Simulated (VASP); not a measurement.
Input of a VASP 6.6.1 run:

Contents of INCAR:

```
SYSTEM = TiCo
  PREC = Accurate
  ENCUT = 520
  EDIFF = 1E-6
  ISMEAR = 0
  SIGMA = 0.15
  LREAL = .False.
  LASPH = .True.
  NELM = 150
  ALGO = Fast
  ISIF = 2
  LWAVE = .False.
  LCHARG = .False.
  ISPIN = 2
  MAGMOM = 0 0.4
  LORBIT = 11
  LMAXMIX = 4
  GGA = PS
  NBANDS = 22
```

The input KPOINTS:

```
regular mesh
0
Gamma
  18 18 18
  0 0 0
```

Contents of POSCAR:

```
TiCo
1.0
    3.3519649951      0.0000000000      0.0000000000
    0.0000000000      3.3519649951      0.0000000000
    0.0000000000      0.0000000000      2.3698392515
Ti Co
1 1
Direct
    0.0000000000      0.0000000000      0.0000000000
    0.5000000000      0.5000000000      0.5000000000
```

Potentials or basis: VASP PAW PBE potentials, release 64 (Ti_sv, Co).

Run with:

```sh
$ cat potpaw_PBE.64/Ti_sv/POTCAR potpaw_PBE.64/Co/POTCAR > POTCAR
$ mpirun -np 1 vasp_std > vasp.out
```

Estimate the band gap on the k mesh.

none (metal or under the smearing width).

Estimate the site moments.

Ti -0.06; Co +0.40 μB.

Stress tensor (GPa, compression positive):
```
-16.54   0.00   0.00
  0.00 -16.54   0.00
  0.00   0.00  20.41
```

Caveat: the PAW data sets were made with another functional, which shifts forces and pressure a little.
